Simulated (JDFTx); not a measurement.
# GaP (F-43m) in JDFTx: further runs, part 2 of 2

JDFTx 1.7.0 (patched build).

### 4 Single point, PBEsol+D3

Contents of GaP.in:

```
lattice \
    0.0000000000     5.1499761211     5.1499761211 \
    5.1499761211     0.0000000000     5.1499761211 \
    5.1499761211     5.1499761211     0.0000000000
coords-type Lattice
ion Ga     0.0000000000     0.0000000000     0.0000000000 1
ion P      0.7500000000     0.7500000000     0.7500000000 1

ion-species pseudo/Ga.upf
ion-species pseudo/P.upf
elec-cutoff 57 456
elec-ex-corr gga-PBEsol
van-der-waals D3
kpoint-folding 6 6 6
elec-smearing Fermi 0.0018374661
elec-n-bands 19
electronic-SCF nIterations 100 energyDiffThreshold 1e-09
electronic-minimize nIterations 30 energyDiffThreshold 1e-7
elec-eigen-algo CG
converge-empty-states yes
forces-output-coords Cartesian

dump-name run.$VAR
dump End Ecomponents EigStats BandEigs Kpoints Forces Stress State
```

Potentials or basis: PseudoDojo-SR-PBEsol-0.4-stringent with smoothed tails.

Command:

```console
> jdftx -c 1 -i GaP.in -o GaP.out
```

Standard output:

```text
*************** JDFTx 1.7.0 (patched build) ***************

Input parsed successfully to the following command list (including defaults):
[... the input with its defaults ...]

---------- Setting up symmetries ----------

Found 48 point-group symmetries of the bravais lattice
Found 24 space-group symmetries with basis
Applied RMS atom displacement 0 bohrs to make symmetries exact.

---------- Initializing the Grid ----------
R =
[            0      5.14998      5.14998  ]
[      5.14998            0      5.14998  ]
[      5.14998      5.14998            0  ]
unit cell volume = 273.178
G =
[  -0.610021   0.610021   0.610021  ]
[   0.610021  -0.610021   0.610021  ]
[   0.610021   0.610021  -0.610021  ]
Minimum fftbox size, Smin = [  72  72  72  ]
Chosen fftbox size, S = [  72  72  72  ]

---------- Initializing tighter grid for wavefunction operations ----------
R =
[            0      5.14998      5.14998  ]
[      5.14998            0      5.14998  ]
[      5.14998      5.14998            0  ]
unit cell volume = 273.178
G =
[  -0.610021   0.610021   0.610021  ]
[   0.610021  -0.610021   0.610021  ]
[   0.610021   0.610021  -0.610021  ]
Minimum fftbox size, Smin = [  52  52  52  ]
Chosen fftbox size, S = [  54  54  54  ]

---------- Exchange Correlation functional ----------
Initalized PBEsol GGA exchange.
Initalized PBEsol GGA correlation.

---------- Setting up pseudopotentials ----------
Width of ionic core gaussian charges (only for fluid interactions / plotting) set to 0

Reading pseudopotential file 'pseudo/Ga.upf':
  'Ga' pseudopotential, 'PBESOL' functional
  Generated using ONCVPSP code by D. R. Hamann
  21 valence electrons, 5 orbitals, 6 projectors, 1001 radial grid points, with lMax = 2
    3S    l: 0   occupation:  2.0   eigenvalue: -5.430721
    3P    l: 1   occupation:  6.0   eigenvalue: -3.626497
    3D    l: 2   occupation: 10.0   eigenvalue: -0.704192
    4S    l: 0   occupation:  2.0   eigenvalue: -0.329374
    4P    l: 1   occupation:  1.0   eigenvalue: -0.094479
  Core radius for overlap checks: 1.46 bohrs.

Reading pseudopotential file 'pseudo/P.upf':
  'P' pseudopotential, 'PBESOL' functional
  Generated using ONCVPSP code by D. R. Hamann
  5 valence electrons, 2 orbitals, 6 projectors, 1001 radial grid points, with lMax = 2
    3S    l: 0   occupation:  2.0   eigenvalue: -0.511448
    3P    l: 1   occupation:  3.0   eigenvalue: -0.201377
  Core radius for overlap checks: 1.66 bohrs.

Initialized 2 species with 2 total atoms.

Folded 1 k-points by 6x6x6 to 216 k-points.

---------- Setting up k-points, bands, fillings ----------
Adding inversion symmetry to k-mesh for non-inversion-symmetric unit cell.
Reduced to 16 k-points under symmetry.
Computing the number of bands and number of electrons
Calculating initial fillings.
nElectrons:  26.000000   nBands: 19   nStates: 16

----- Setting up reduced wavefunction bases (one per k-point) -----
average nbasis = 5618.505 , ideal nbasis = 5615.028

Initializing DFT-D3 calculator:
	Parameters set for gga-PBEsol functional
	s6:  1.000  s_r6:  1.345
	s8:  0.612  s_r8:  1.000
	Per-atom parameters loaded for:
	Ga:  sqrtQ[a0]:  6.121  Rcov[a0]:  2.116  CN: [ 0.00 0.96 1.93 2.92 ]
	 P:  sqrtQ[a0]:  4.297  Rcov[a0]:  2.079  CN: [ 0.00 0.99 2.01 2.99 ]

---------- Setting up ewald sum ----------
Optimum gaussian width for ewald sums = 2.339030 bohr.
Real space sum over 1331 unit cells with max indices [  5  5  5  ]
Reciprocal space sum over 2197 terms with max indices [  6  6  6  ]

Computing DFT-D3 correction:
# coordination-number Ga 4.322
# coordination-number P 4.259
# diagonal-C6 Ga 172.32
# diagonal-C6 P 151.69
EvdW_6 =   -0.004641
EvdW_8 =   -0.007136

---------- Allocating electronic variables ----------
Initializing wave functions:  linear combination of atomic orbitals
Note: number of bands (19) exceeds available atomic orbitals (17)
Ga pseudo-atom occupations:   s ( 2 2 )  p ( 6 1 )  d ( 10 )
P pseudo-atom occupations:   s ( 2 )  p ( 3 )
	FillingsUpdate:  mu: +0.344997288  nElectrons: 26.000000
LCAOMinimize: Iter:   0  F: -251.7049455540808083  |grad|_K:  2.573e-03  alpha:  1.000e+00
	FillingsUpdate:  mu: +0.333332299  nElectrons: 26.000000
LCAOMinimize: Iter:   1  F: -251.7144705862463070  |grad|_K:  6.900e-05  alpha:  4.821e-01  linmin: -1.429e-01  cgtest:  6.026e-01
LCAOMinimize: Encountered beta<0, resetting CG.
	FillingsUpdate:  mu: +0.333265807  nElectrons: 26.000000
LCAOMinimize: Iter:   2  F: -251.7144799929642716  |grad|_K:  2.033e-05  alpha:  6.836e-01  linmin: -6.534e-04  cgtest:  1.132e-02
	FillingsUpdate:  mu: +0.333393143  nElectrons: 26.000000
LCAOMinimize: Iter:   3  F: -251.7144807344432706  |grad|_K:  1.234e-06  alpha:  6.200e-01  linmin: -6.994e-04  cgtest: -5.796e-02
	FillingsUpdate:  mu: +0.333391609  nElectrons: 26.000000
LCAOMinimize: Iter:   4  F: -251.7144807385803063  |grad|_K:  1.415e-07  alpha:  9.374e-01  linmin: -5.533e-03  cgtest:  2.923e-02
LCAOMinimize: Converged (|Delta F|<1.000000e-06 for 2 iters).

Computing DFT-D3 correction:
# coordination-number Ga 4.322
# coordination-number P 4.259
# diagonal-C6 Ga 172.32
# diagonal-C6 P 151.69
EvdW_6 =   -0.004641
EvdW_8 =   -0.007136

-------- Electronic minimization -----------
Will mix electronic density at each iteration.
	FillingsUpdate:  mu: +0.333391609  nElectrons: 26.000000
	FillingsUpdate:  mu: +0.318903008  nElectrons: 26.000000
SCF: Cycle:  0   F: -251.758412537283249   dF: -4.393e-02   |Residual|: 5.625e-02   |deigs|: 1.139e-01
	FillingsUpdate:  mu: +0.321389381  nElectrons: 26.000000
SCF: Cycle:  1   F: -251.759358056421036   dF: -9.455e-04   |Residual|: 2.906e-02   |deigs|: 9.432e-03
	FillingsUpdate:  mu: +0.324413592  nElectrons: 26.000000
SCF: Cycle:  2   F: -251.759580539474342   dF: -2.225e-04   |Residual|: 4.051e-03   |deigs|: 5.896e-03
	FillingsUpdate:  mu: +0.325063196  nElectrons: 26.000000
SCF: Cycle:  3   F: -251.759588929594372   dF: -8.390e-06   |Residual|: 2.077e-03   |deigs|: 9.079e-04
	FillingsUpdate:  mu: +0.325609666  nElectrons: 26.000000
SCF: Cycle:  4   F: -251.759591113018928   dF: -2.183e-06   |Residual|: 6.843e-04   |deigs|: 6.475e-04
	FillingsUpdate:  mu: +0.325584110  nElectrons: 26.000000
SCF: Cycle:  5   F: -251.759591657158381   dF: -5.441e-07   |Residual|: 5.274e-04   |deigs|: 1.326e-04
	FillingsUpdate:  mu: +0.325630860  nElectrons: 26.000000
SCF: Cycle:  6   F: -251.759592143952318   dF: -4.868e-07   |Residual|: 7.218e-05   |deigs|: 1.330e-04
	FillingsUpdate:  mu: +0.325623185  nElectrons: 26.000000
SCF: Cycle:  7   F: -251.759592254646435   dF: -1.107e-07   |Residual|: 3.942e-05   |deigs|: 9.962e-06
	FillingsUpdate:  mu: +0.325628202  nElectrons: 26.000000
SCF: Cycle:  8   F: -251.759592288161457   dF: -3.352e-08   |Residual|: 1.116e-05   |deigs|: 9.214e-06
	FillingsUpdate:  mu: +0.325629839  nElectrons: 26.000000
SCF: Cycle:  9   F: -251.759592309562208   dF: -2.140e-08   |Residual|: 1.523e-05   |deigs|: 3.987e-06
	FillingsUpdate:  mu: +0.325629699  nElectrons: 26.000000
SCF: Cycle: 10   F: -251.759592314001679   dF: -4.439e-09   |Residual|: 5.304e-06   |deigs|: 9.439e-07
	FillingsUpdate:  mu: +0.325629850  nElectrons: 26.000000
SCF: Cycle: 11   F: -251.759592318484721   dF: -4.483e-09   |Residual|: 5.786e-06   |deigs|: 5.513e-07
	FillingsUpdate:  mu: +0.325629887  nElectrons: 26.000000
SCF: Cycle: 12   F: -251.759592319361076   dF: -8.764e-10   |Residual|: 4.511e-06   |deigs|: 6.143e-07
	FillingsUpdate:  mu: +0.325629823  nElectrons: 26.000000
SCF: Cycle: 13   F: -251.759592319785952   dF: -4.249e-10   |Residual|: 2.040e-06   |deigs|: 4.574e-07
SCF: Converged (|Delta E|<1.000000e-09 for 2 iters).

Converging empty states (this may take a while): |deigs|: 2.528e-07

Computing DFT-D3 correction:
# coordination-number Ga 4.322
# coordination-number P 4.259
# diagonal-C6 Ga 172.32
# diagonal-C6 P 151.69
EvdW_6 =   -0.004641
EvdW_8 =   -0.007136

# Stress tensor in Cartesian coordinates [Eh/a0^3]:
[  6.91953e-05            0            0  ]
[            0  6.91953e-05            0  ]
[            0            0  6.91953e-05  ]

# Ionic positions in lattice coordinates:
ion Ga   0.000000000000000   0.000000000000000   0.000000000000000 1
ion P   0.750000000000000   0.750000000000000   0.750000000000000 1

# Forces in Cartesian coordinates:
force Ga   0.000000000000000  -0.000000000000000   0.000000000000000 1
force P  -0.000000000000000  -0.000000000000000   0.000000000000000 1

# Energy components:
   Eewald =     -111.8914061950346905
       EH =      116.2365611829913945
     Eloc =     -296.5248122053866950
      Enl =      -58.1315326449465815
     EvdW =       -0.0117764688020986
      Exc =      -27.4284316932906265
 Exc_core =        3.1706183095553846
       KE =      122.8211873956857119
-------------------------------------
     Etot =     -251.7595923192281759
       TS =        0.0000000005577623
-------------------------------------
        F =     -251.7595923197859520

IonicMinimize: Iter:   0  F: -251.759592319785952  |grad|_K:        nan
IonicMinimize: None of the convergence criteria satisfied after 0 iterations.

#--- Lowdin population analysis ---
# oxidation-state Ga +0.050
# oxidation-state P -0.005

Dumping 'run.eigStats' ...
	eMin: -4.958221 at state 1 ( [ +0.000000 +0.000000 +0.166667 ] spin 0 )
	HOMO: +0.298211 at state 0 ( [ +0.000000 +0.000000 +0.000000 ] spin 0 )
	mu  : +0.325630
	LUMO: +0.353829 at state 12 ( [ +0.000000 +0.500000 +0.500000 ] spin 0 )
	eMax: +0.751589 at state 14 ( [ +0.166667 +0.333333 -0.333333 ] spin 0 )
	HOMO-LUMO gap: +0.055619
	Optical gap  : +0.063782 at state 0 ( [ +0.000000 +0.000000 +0.000000 ] spin 0 )
Done!
[note: mu as printed may lie anywhere between the filled and the empty levels]
```

It took 9.5 min on 1 thread of Arm Neoverse V1, shared host; peak memory 0.19 GiB.

Results:

| Quantity | Value |
| --- | --- |
| Free energy | -6850.7275 eV |
| Pressure | -2.0 GPa |
| Band gap on the k mesh | 1.51 eV, indirect (least direct gap 1.74 eV) |

Levels at points of the mesh, in eV from the valence-band top:
| k point | band 10 | band 11 | band 12 | band 13 | band 14 | band 15 |
| --- | --- | --- | --- | --- | --- | --- |
| (0.00, 0.00, 0.00) | -12.52 | 0.00 | 0.00 | 0.00 | 1.74 | 3.82 |
| (0.00, 0.00, 0.50) | -10.43 | -6.69 | -1.13 | -1.13 | 1.58 | 4.64 |
| (0.00, 0.50, 0.50) | -9.52 | -6.80 | -2.71 | -2.71 | 1.51 | 1.72 |

### 5 Overview

| level | potentials or basis | cutoff (eV) | smearing | eigensolver | other keys | gap on the mesh (eV) | pressure (GPa) |
| --- | --- | --- | --- | --- | --- | --- | --- |
| PBEsol+D3 | PseudoDojo-SR-PBEsol-0.4-stringent with smoothed tails | 1660 | fermi-dirac 0.05 eV | - | - | 1.51 | -2.0 |
| HLE16 | SPMS-PBE-1.0 with smoothed tails | 1088 | fermi-dirac 0.025 eV | - | - | 2.38 | -7.5 |
| PBEsol+D3 | PseudoDojo-SR-PBEsol-0.4-stringent with smoothed tails | 1551 | fermi-dirac 0.05 eV | CG | elec-eigen-algo = CG; rho_ratio = 8 | 1.51 | -2.0 |

Alike in all rows: task single point; no spin polarisation; cell as given; k mesh 6 × 6 × 6.

Caveats: the potentials were made for a functional far from this one (some runs); the potentials were made for another functional, which shifts forces and pressure (some runs).

Absolute energies hang on the potentials; compare differences alone.

### 6 Against experiment

Step 2. Against the measured gap of GaP, 2.34 eV (indirect; 10 K; quoted in “Stacking defects in GaP nanowires: Electronic structure and optical properties”, 2018, arxiv:1810.01194), the calculated 1.51 eV is off by -0.83 eV. Spin-orbit coupling on Ga is left out. The value is that of PBEsol+D3 on a finite k mesh, which can miss the band edges, without temperature or zero-point motion. Semilocal functionals fall short of measured gaps as a rule.
